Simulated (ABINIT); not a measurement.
# MgO (Fm-3m) in ABINIT: a series of runs

Aim: see how the results for MgO move with the level of theory and the settings. Levels: BLYP, AM05, r2SCAN, SCAN, revPBE. Tasks: band structure.

Program: ABINIT 10.8.3 (patched build). These are calculated values, not measurements. Logs are shortened: lines on timing, memory, paths and dates and some standing lists are left out, and cuts for length are marked. The log counts tension as positive stress, the text compression.

**The experiment to reproduce.**

From “Electronic structure of alkaline earth and post-transition metal oxides”, 2009, arxiv:0908.1581, for a bulk crystal of MgO: band gap 7.83 eV.

How close the calculation comes is told below.

**1. The crystal as given**

The structure is cubic, space group Fm-3m (No. 225). The conventional cell has a = 4.194 Å, b = 4.194 Å, c = 4.194 Å, α = 90.00°, β = 90.00°, γ = 90.00°. Around Mg (site symmetry m-3m) lie 6 O at 2.10 Å. O (site symmetry m-3m) is surrounded by 6 Mg at 2.10 Å.

The cell is a database's computed one.

**2. Band structure, BLYP**

Contents of run.abi:

```
# Datasets: ground state, then fixed potential
ndtset 2

# Pseudopotentials
pp_dirpath "./"
pseudos "Mg.GGA_PBE-JTH.xml, O.GGA_PBE-JTH.xml"

# Structure
acell 5.6041865537 5.6041865537 5.6041865537
rprim
     0.0000000000     0.7071067812     0.7071067812
     0.7071067812     0.0000000000     0.7071067812
     0.7071067812     0.7071067812     0.0000000000
ntypat 2
znucl 12 8
natom 2
typat 1 2
xred
     0.0000000000     0.0000000000     0.0000000000
     0.5000000000     0.5000000000     0.5000000000

# Plane-wave basis
ecut 28.0
pawecutdg 50.0
pawxcdev 0

# Exchange and correlation
ixc -106131

# Bands and occupations
occopt 3
tsmear 0.00183747

# SCF cycle
nstep 100

# Output
iomode 3
prtwf 0
prteig 0
prtebands 0
enunit 1
prtden1 1
prtvha1 1
prtvclmb1 1
prtpot1 1

# Dataset 1
kptopt1 1
ngkpt1 11 11 11
nshiftk1 1
shiftk1 0.0 0.0 0.0
nband1 12
tolvrs1 1.0e-9

# Dataset 2: bands along G-X-W-K-G-L-U-W-L-K
iscf2 -2
getden2 1
nband2 18
nbdbuf2 4
tolwfr2 1.0e-11
kptopt2 -9
ndivsm2 5
prteig2 1
kptbounds2
     0.0000000000     0.0000000000     0.0000000000
     0.5000000000     0.0000000000     0.5000000000
     0.5000000000     0.2500000000     0.7500000000
     0.3750000000     0.3750000000     0.7500000000
     0.0000000000     0.0000000000     0.0000000000
     0.5000000000     0.5000000000     0.5000000000
     0.6250000000     0.2500000000     0.6250000000
     0.5000000000     0.2500000000     0.7500000000
     0.5000000000     0.5000000000     0.5000000000
     0.3750000000     0.3750000000     0.7500000000
```

Potentials or basis: JTH PAW PBE v2.0.

Command:

```bash
> abinit run.abi > log 2>&1
```

run.abo:

```text
.Version 10.8.3 of ABINIT
 DATASET    1 : space group Fm -3 m (#225); Bravais cF (face-center cubic)
================================================================================
 Values of the parameters that define the memory need for DATASET  1.
     intxc =       0    ionmov =       0      iscf =      17    lmnmax =       8
     lnmax =       4     mgfft =      30  mpssoang =       2    mqgrid =    3001
     natom =       2  nloc_mem =       2    nspden =       1   nspinor =       1
    nsppol =       1      nsym =      48    n1xccc =       1    ntypat =       2
    occopt =       3   xclevel =       2
       mpw =         903          nfft =       27000          nkpt =          56
 PAW method is used; the additional fine FFT grid is defined by:
   mgfftf=        36    nfftf =     46656
================================================================================
================================================================================

 DATASET    2 : space group Fm -3 m (#225); Bravais cF (face-center cubic)
================================================================================
 Values of the parameters that define the memory need for DATASET  2.
     intxc =       0    ionmov =       0      iscf =      -2    lmnmax =       8
     lnmax =       4     mgfft =      30  mpssoang =       2    mqgrid =    3001
     natom =       2  nloc_mem =       2    nspden =       1   nspinor =       1
    nsppol =       1      nsym =      48    n1xccc =       1    ntypat =       2
    occopt =       3   xclevel =       2
       mpw =         903          nfft =       27000          nkpt =          87
 PAW method is used; the additional fine FFT grid is defined by:
   mgfftf=        36    nfftf =     46656
================================================================================
================================================================================

--------------------------------------------------------------------------------
------------- Echo of variables that govern the present computation ------------
--------------------------------------------------------------------------------
 -outvars: echo values of preprocessed input variables --------
            acell      5.6041865537E+00  5.6041865537E+00  5.6041865537E+00 Bohr
              amu      2.43050000E+01  1.59994000E+01
             ecut      2.80000000E+01 Hartree
           enunit           1
           getden1          0
           getden2          1
             iscf1         17
             iscf2         -2
                       outvar_i_n : Printing only first  50 k-points.
              ixc     -106131
           jdtset        1    2
                       outvar_i_n : Printing only first  50 k-points.
           kptopt1          1
           kptopt2         -9
         kptrlatt       11    0    0      0   11    0      0    0   11
          kptrlen1     6.16460521E+01
          kptrlen2     3.00000000E+01
            natom           2
            nband1         12
            nband2         18
           nbdbuf1          0
           nbdbuf2          4
           ndtset           2
           ndivsm1          0
           ndivsm2          5
            ngfft          30      30      30
          ngfftdg          36      36      36
             nkpt1         56
             nkpt2         87
            nstep         100
             nsym          48
           ntypat           2
                       prtocc : prtvol=0, do not print more k-points.
           occopt           3
        pawecutdg      5.00000000E+01 Hartree
         pawxcdev           0
        prtebands           0
           prteig1          0
           prteig2          1
           prtpot1          1
           prtpot2          0
         prtvclmb1          1
         prtvclmb2          0
           prtvha1          1
           prtvha2          0
            prtwf           0
            rprim      0.0000000000E+00  7.0710678120E-01  7.0710678120E-01
                       7.0710678120E-01  0.0000000000E+00  7.0710678120E-01
                       7.0710678120E-01  7.0710678120E-01  0.0000000000E+00
           shiftk1     0.00000000E+00  0.00000000E+00  0.00000000E+00
           shiftk2     5.00000000E-01  5.00000000E-01  5.00000000E-01
          spgroup         225
           tolvrs1     1.00000000E-09
[... 256 lines left out ...]
--------------------------------------------------------------------------------

================================================================================
 Non-SCF case, kpt    1 (  0.00000  0.00000  0.00000), residuals and eigenvalues=
  4.52E-12  5.84E-12  2.69E-12  7.80E-12  3.63E-12  1.11E-12  3.18E-12  2.04E-12
  2.85E-12  7.49E-13  8.56E-12  1.96E-12  2.48E-12  2.98E-12  3.77E-12  4.32E-12
  3.92E-12  7.47E-12
 -2.4433E+00 -1.2269E+00 -1.2269E+00 -1.2269E+00 -4.1411E-01  2.1823E-01
  2.1823E-01  2.1823E-01  4.0673E-01  8.1052E-01  8.1052E-01  8.1052E-01
  9.7136E-01  1.0163E+00  1.0163E+00  1.1270E+00  1.1270E+00  1.1270E+00
 Non-SCF case, kpt    2 (  0.03571  0.00000  0.03571), residuals and eigenvalues=
  2.42E-12  3.77E-12  4.42E-12  6.20E-12  8.67E-12  5.09E-13  3.41E-12  8.97E-12
  7.23E-13  6.58E-13  1.11E-12  3.47E-12  2.92E-12  6.60E-13  2.89E-12  2.95E-12
  8.17E-12  3.31E-12
[... 584 lines left out ...]
 Non-SCF case, kpt   86 (  0.38889  0.38889  0.72222), residuals and eigenvalues=
  3.29E-12  7.60E-13  7.82E-13  1.25E-12  6.19E-12  1.95E-12  6.12E-12  8.53E-12
  7.72E-12  7.54E-12  5.75E-13  6.93E-12  1.93E-12  9.39E-12  3.60E-12  4.13E-11
  5.44E-12  2.29E-05
 -2.4428E+00 -1.2291E+00 -1.2287E+00 -1.2276E+00 -3.5664E-01  9.4131E-02
  1.1711E-01  1.7837E-01  6.0664E-01  6.6872E-01  6.9120E-01  8.8992E-01
  9.0912E-01  1.1310E+00  1.2403E+00  1.2718E+00  1.2731E+00  1.5011E+00
 Non-SCF case, kpt   87 (  0.37500  0.37500  0.75000), residuals and eigenvalues=
  5.72E-12  4.20E-12  7.31E-12  5.25E-12  2.38E-12  5.86E-13  3.58E-12  2.66E-12
  2.98E-12  2.01E-12  9.03E-12  6.35E-12  3.92E-12  2.16E-12  5.79E-12  3.23E-12
  5.04E-12  8.48E-04
 -2.4428E+00 -1.2291E+00 -1.2287E+00 -1.2277E+00 -3.5617E-01  9.2572E-02
  1.2003E-01  1.7654E-01  6.0373E-01  6.5958E-01  6.9369E-01  8.9592E-01
  9.0381E-01  1.1557E+00  1.2304E+00  1.2615E+00  1.2866E+00  1.5327E+00

--- !ResultsGS
iteration_state: {dtset: 2, }
comment   : Summary of ground state results
lattice_vectors:
- [  0.0000000,   3.9627583,   3.9627583, ]
- [  3.9627583,   0.0000000,   3.9627583, ]
- [  3.9627583,   3.9627583,   0.0000000, ]
lattice_lengths: [   5.60419,    5.60419,    5.60419, ]
lattice_angles: [ 60.000,  60.000,  60.000, ] # degrees, (23, 13, 12)
lattice_volume:   1.2445798E+02
convergence: {deltae:  0.000E+00, res2:  0.000E+00, residm:  9.984E-12, diffor:  0.000E+00, }
etotal    :  -7.98868076E+01
entropy   :   0.00000000E+00
fermie    :   3.29043796E-01
cartesian_stress_tensor: null
pressure_GPa: null
xred      :
- [  0.0000E+00,   0.0000E+00,   0.0000E+00, Mg]
- [  5.0000E-01,   5.0000E-01,   5.0000E-01,  O]
cartesian_forces: null
force_length_stats: {min: null, max: null, mean: null, }
...

 Integrated electronic density in atomic spheres:
 ------------------------------------------------
 Atom  Sphere_radius  Integrated_density
    1        1.90158          8.30123340
    2        1.41465          4.62580275

================================================================================

 ----iterations are completed or convergence reached----

 Mean square residual over all n,k,spin=   34.389E-13; max=  99.835E-13
 reduced coordinates (array xred) for    2 atoms
       0.000000000000      0.000000000000      0.000000000000
       0.500000000000      0.500000000000      0.500000000000

 cartesian coordinates (angstrom) at end:
    1      0.00000000000000     0.00000000000000     0.00000000000000
    2      2.09700139131405     2.09700139131405     2.09700139131405
 length scales=  5.604186553700  5.604186553700  5.604186553700 bohr
              =  2.965607807855  2.965607807855  2.965607807855 angstroms
 Eigenvalues (   eV  ) for nkpt=  87  k points:
 kpt#   1, nband= 18, wtk=  1.00000, kpt=  0.0000  0.0000  0.0000 (reduced coord)
 -66.48442  -33.38525  -33.38525  -33.38525  -11.26852    5.93825    5.93825    5.93825
  11.06765   22.05543   22.05543   22.05543   26.43219   27.65584   27.65584   30.66624
  30.66624   30.66624
 kpt#   2, nband= 18, wtk=  1.00000, kpt=  0.0357  0.0000  0.0357 (reduced coord)
 -66.48427  -33.38630  -33.38561  -33.38561  -11.24952    5.83631    5.91800    5.91800
  11.18365   21.78131   22.10088   22.10088   26.79299   27.30628   27.69519   30.72783
  30.72783   30.97620
 kpt#   3, nband= 18, wtk=  1.00000, kpt=  0.0714  0.0000  0.0714 (reduced coord)
 -66.48381  -33.38942  -33.38667  -33.38667  -11.19338    5.55817    5.85911    5.85911
  11.50421   21.13848   22.23374   22.23374   26.51277   27.69586   27.81300   30.91338
  30.91338   31.64996
 kpt#   4, nband= 18, wtk=  1.00000, kpt=  0.1071  0.0000  0.1071 (reduced coord)
 -66.48308  -33.39436  -33.38841  -33.38841  -11.10271    5.16448    5.76599    5.76599
  11.97002   20.36767   22.44415   22.44415   25.55546   28.00855   28.90002   31.22478
  31.22478   32.40230
 kpt#   5, nband= 18, wtk=  1.00000, kpt=  0.1429  0.0000  0.1429 (reduced coord)
[... 317 lines left out ...]
  16.22004   18.43475   19.28191   23.73685   25.52210   29.71741   32.81497   34.87258
  35.25266   38.71926
 kpt#  85, nband= 18, wtk=  1.00000, kpt=  0.4028  0.4028  0.6944 (reduced coord)
 -66.47296  -33.45014  -33.42927  -33.40405   -9.73228    2.40198    3.37540    4.91646
  16.45679   18.34642   18.92967   23.99930   25.05210   30.18456   33.59252   34.54518
  34.92537   39.71088
 kpt#  86, nband= 18, wtk=  1.00000, kpt=  0.3889  0.3889  0.7222 (reduced coord)
 -66.47265  -33.44625  -33.43422  -33.40590   -9.70471    2.56143    3.18670    4.85375
  16.50742   18.19675   18.80852   24.21593   24.73829   30.77485   33.75111   34.60799
  34.64348   40.84652
 kpt#  87, nband= 18, wtk=  1.00000, kpt=  0.3750  0.3750  0.7500 (reduced coord)
 -66.47247  -33.44667  -33.43382  -33.40748   -9.69185    2.51902    3.26609    4.80385
  16.42835   17.94798   18.87618   24.37932   24.59386   31.44736   33.48149   34.32790
  35.00971   41.70612

== END DATASET(S) ==============================================================
================================================================================

 -outvars: echo values of variables after computation  --------
            acell      5.6041865537E+00  5.6041865537E+00  5.6041865537E+00 Bohr
           etotal1    -7.9886807600E+01
            fcart1    -0.0000000000E+00 -0.0000000000E+00 -0.0000000000E+00
                      -0.0000000000E+00 -0.0000000000E+00 -0.0000000000E+00
            rprim      0.0000000000E+00  7.0710678120E-01  7.0710678120E-01
                       7.0710678120E-01  0.0000000000E+00  7.0710678120E-01
                       7.0710678120E-01  7.0710678120E-01  0.0000000000E+00
           strten1    -3.2210225568E-04 -3.2210225568E-04 -3.2210225568E-04
                       0.0000000000E+00  0.0000000000E+00  0.0000000000E+00
           xangst      0.0000000000E+00  0.0000000000E+00  0.0000000000E+00
                       2.0970013913E+00  2.0970013913E+00  2.0970013913E+00
             xred      0.0000000000E+00  0.0000000000E+00  0.0000000000E+00
                       5.0000000000E-01  5.0000000000E-01  5.0000000000E-01
 Calculation completed.
```

Wall time 37 s (1 thread of Arm Neoverse V2, shared host); peak memory 0.11 GiB.

Results:

```yaml
Free_energy: -2173.8308 eV
Pressure: 9.5 GPa
Band_gap_on_the_k_mesh: 5.13 eV, direct
Band_gap_along_the_path: 5.13 eV, direct
Valence_electrons_inside_the_program's_atomic_spheres: Mg 8.30; O 4.63
```

Levels at the corners of the path, in eV from the valence-band top:
```csv
point,band 4,band 5,band 6,band 7,band 8,band 9,band 10,band 11,band 12,band 13
Γ,-39.32,-17.21,0.00,0.00,0.00,5.13,16.12,16.12,16.12,20.49
X,-39.35,-15.66,-4.00,-1.34,-1.34,9.57,10.18,13.51,19.33,19.33
W,-39.36,-15.59,-2.89,-2.89,-1.76,12.06,12.06,12.37,15.84,22.34
K,-39.35,-15.63,-3.42,-2.67,-1.13,10.49,12.01,12.94,18.44,18.66
Γ,-39.32,-17.21,0.00,0.00,0.00,5.13,16.12,16.12,16.12,20.49
L,-39.33,-15.88,-4.57,-0.65,-0.65,8.32,12.96,16.57,16.57,21.39
U,-39.35,-15.63,-3.42,-2.67,-1.13,10.49,12.01,12.94,18.44,18.66
W,-39.36,-15.59,-2.89,-2.89,-1.76,12.06,12.06,12.37,15.84,22.34
L,-39.33,-15.88,-4.57,-0.65,-0.65,8.32,12.96,16.57,16.57,21.39
K,-39.35,-15.63,-3.42,-2.67,-1.13,10.49,12.01,12.94,18.44,18.66
```

Caveat: the PAW data sets were made with another functional, which shifts forces and pressure a little.

**3. Band structure, AM05**

Changes to run.abi since step 2:

```diff
@@ -27,3 +27,3 @@
 # Exchange and correlation
-ixc -106131
+ixc -120135
```

Potentials or basis: JTH PAW PBE v2.0.

Command:

```bash
> abinit run.abi > log 2>&1
```

run.abo:

```text
.Version 10.8.3 of ABINIT
 DATASET    1 : space group Fm -3 m (#225); Bravais cF (face-center cubic)
================================================================================
 Values of the parameters that define the memory need for DATASET  1.
     intxc =       0    ionmov =       0      iscf =      17    lmnmax =       8
     lnmax =       4     mgfft =      30  mpssoang =       2    mqgrid =    3001
     natom =       2  nloc_mem =       2    nspden =       1   nspinor =       1
    nsppol =       1      nsym =      48    n1xccc =       1    ntypat =       2
    occopt =       3   xclevel =       2
       mpw =         903          nfft =       27000          nkpt =          56
 PAW method is used; the additional fine FFT grid is defined by:
   mgfftf=        36    nfftf =     46656
================================================================================
================================================================================

 DATASET    2 : space group Fm -3 m (#225); Bravais cF (face-center cubic)
================================================================================
 Values of the parameters that define the memory need for DATASET  2.
     intxc =       0    ionmov =       0      iscf =      -2    lmnmax =       8
     lnmax =       4     mgfft =      30  mpssoang =       2    mqgrid =    3001
     natom =       2  nloc_mem =       2    nspden =       1   nspinor =       1
    nsppol =       1      nsym =      48    n1xccc =       1    ntypat =       2
    occopt =       3   xclevel =       2
       mpw =         903          nfft =       27000          nkpt =          87
 PAW method is used; the additional fine FFT grid is defined by:
   mgfftf=        36    nfftf =     46656
[... 989 lines left out ...]
  30.74745   31.91543
 kpt#   5, nband= 18, wtk=  1.00000, kpt=  0.1429  0.0000  0.1429 (reduced coord)
[... 317 lines left out ...]
  15.41446   17.73311   18.72308   23.17938   24.84219   28.97299   32.16830   34.38040
  34.77291   38.11878
 kpt#  85, nband= 18, wtk=  1.00000, kpt=  0.4028  0.4028  0.6944 (reduced coord)
 -66.04553  -33.19471  -33.17226  -33.14510  -10.04454    1.89975    2.89879    4.50890
  15.63669   17.69446   18.32261   23.44448   24.39144   29.43965   32.99628   34.00951
  34.44318   39.12646
 kpt#  86, nband= 18, wtk=  1.00000, kpt=  0.3889  0.3889  0.7222 (reduced coord)
 -66.04519  -33.19054  -33.17756  -33.14708  -10.01603    2.05549    2.71219    4.44543
  15.67082   17.67571   18.06994   23.66147   24.09816   30.02912   33.28595   33.98248
  34.12497   40.28136
 kpt#  87, nband= 18, wtk=  1.00000, kpt=  0.3750  0.3750  0.7500 (reduced coord)
 -66.04499  -33.19100  -33.17711  -33.14875  -10.00280    2.00714    2.79903    4.39499
  15.57973   17.46406   18.09481   23.82292   23.97210   30.70094   33.03592   33.84462
  34.33097   41.17277

== END DATASET(S) ==============================================================
================================================================================

 -outvars: echo values of variables after computation  --------
            acell      5.6041865537E+00  5.6041865537E+00  5.6041865537E+00 Bohr
           etotal1    -7.9557142336E+01
            fcart1    -0.0000000000E+00 -0.0000000000E+00 -0.0000000000E+00
                      -0.0000000000E+00 -0.0000000000E+00 -0.0000000000E+00
            rprim      0.0000000000E+00  7.0710678120E-01  7.0710678120E-01
                       7.0710678120E-01  0.0000000000E+00  7.0710678120E-01
                       7.0710678120E-01  7.0710678120E-01  0.0000000000E+00
           strten1    -9.7690312574E-05 -9.7690312574E-05 -9.7690312574E-05
                       0.0000000000E+00  0.0000000000E+00  0.0000000000E+00
           xangst      0.0000000000E+00  0.0000000000E+00  0.0000000000E+00
                       2.0970013913E+00  2.0970013913E+00  2.0970013913E+00
             xred      0.0000000000E+00  0.0000000000E+00  0.0000000000E+00
                       5.0000000000E-01  5.0000000000E-01  5.0000000000E-01
 Calculation completed.
```

Wall time 40 s (1 thread of Arm Neoverse V2, shared host); peak memory 0.11 GiB.

What came out:

```yaml
Free_energy: -2164.8601 eV
Pressure: 2.9 GPa
Band_gap_on_the_k_mesh: 4.84 eV, direct
Band_gap_along_the_path: 4.84 eV, direct
Valence_electrons_inside_the_program's_atomic_spheres: Mg 8.30; O 4.58
```

Levels at the corners of the path, in eV from the valence-band top:
```csv
point,band 4,band 5,band 6,band 7,band 8,band 9,band 10,band 11,band 12,band 13
Γ,-38.69,-17.20,0.00,0.00,0.00,4.84,15.74,15.74,15.74,19.55
X,-38.72,-15.60,-4.15,-1.37,-1.37,8.96,10.10,13.13,19.13,19.13
W,-38.72,-15.53,-3.01,-3.01,-1.81,11.60,11.60,12.32,15.65,22.05
K,-38.71,-15.56,-3.55,-2.76,-1.17,10.02,11.90,12.53,18.26,18.41
Γ,-38.69,-17.20,0.00,0.00,0.00,4.84,15.74,15.74,15.74,19.55
L,-38.70,-15.82,-4.71,-0.68,-0.68,7.87,12.69,16.37,16.37,21.07
U,-38.71,-15.56,-3.55,-2.76,-1.17,10.02,11.90,12.53,18.26,18.41
W,-38.72,-15.53,-3.01,-3.01,-1.81,11.60,11.60,12.32,15.65,22.05
L,-38.70,-15.82,-4.71,-0.68,-0.68,7.87,12.69,16.37,16.37,21.07
K,-38.71,-15.56,-3.55,-2.76,-1.17,10.02,11.90,12.53,18.26,18.41
```

Caveat: the PAW data sets were made with another functional, which shifts forces and pressure a little.

[end of part 1 of 2]
